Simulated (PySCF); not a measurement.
The vertical singlet excitations below were computed for one of the candidates. The calculation used PySCF 2.14.0, density-fitted response routines, TDDFT PBE0/def2-SVPD, vertical, gas phase, core orbitals frozen in the response. Geometries: GFN2-xTB, one conformer each.

| state | E (eV) | f | main configurations (H = HOMO, L = LUMO) |
| --- | --- | --- | --- |
| S1 | 6.74 | 0.0000 | H-1→L+1 (28%), H-1→L (23%), H→L+2 (23%) |
| S2 | 7.00 | 0.0075 | H-1→L+2 (36%), H→L (24%), H→L+1 (23%) |
| S3 | 7.01 | 0.0005 | H→L+2 (57%), H-1→L+1 (13%), H-1→L (13%) |
| S4 | 7.49 | 0.029 | H→L (58%), H→L+1 (23%) |
| S5 | 7.51 | 0.016 | H-1→L (51%), H-1→L+1 (27%) |
| S6 | 7.99 | 0.016 | H-2→L (52%), H→L+3 (32%) |

Triplets computed (Tamm–Dancoff): 5.46, 5.99 eV.

Orbital energies (eV): HOMO-3 -8.64, HOMO-2 -8.42, HOMO-1 -7.70, HOMO -7.67, LUMO 0.83, LUMO+1 1.22, LUMO+2 1.29.

**Question.** Which structure fits? All have the formula C6H8.
A. `C1=CCCC=C1`
B. `C=CC#CCC`
C. `C=C=C=C(C)C`
D. `C(C)#CCC=C`
E. `C#CCC1CC1`

**Answer.** E. Its S1, at 6.74 eV, is the highest among the candidates; the nearest of the others has S1 at 6.21 eV. S1 is HOMO-1→LUMO+1 (28%), HOMO-1→LUMO (23%), HOMO→LUMO+2 (23%). Löwdin shares by element: HOMO (one of a set within 0.03 eV) carbon 86% or more; LUMO carbon 48% or more (atoms not listed hold the other 52%). At the same level the other candidates give, for their lowest levels:
- `C=CCC#CC`: 6.21 eV (f 0.001); 6.37 eV (f 0.077); 6.80 eV (f 0.003); 6.84 eV (f 0.007); 6.88 eV (f 0.002); T1 4.48 eV; HOMO -7.19, LUMO 0.25 eV
- `C1=CCCC=C1`: 4.77 eV (f 0.116); 5.91 eV (f 0.006); 6.57 eV (f 0.005); 6.62 eV (f 0.007); 6.67 eV (f 0.009); T1 2.84 eV; HOMO -6.17, LUMO -0.70 eV
- `C=CC#CCC`: 5.16 eV (f 0.000); 5.52 eV (f 0.329); 6.14 eV (f 0.001); 6.42 eV (f 0.000); 7.08 eV (f 0.060); T1 3.39 eV; HOMO -6.72, LUMO -0.65 eV
- `C=C=C=C(C)C`: 4.32 eV (f 0.000); 5.23 eV (f 0.584); 5.68 eV (f 0.000); 6.04 eV (f 0.007); 6.74 eV (f 0.005); T1 2.68 eV; HOMO -6.45, LUMO -1.15 eV

Shape of the structure used: `[CH:1]#[C:2][CH2:3][CH:4]1[CH2:5][CH2:6]1`: C2–C3–C4–C5 85°.
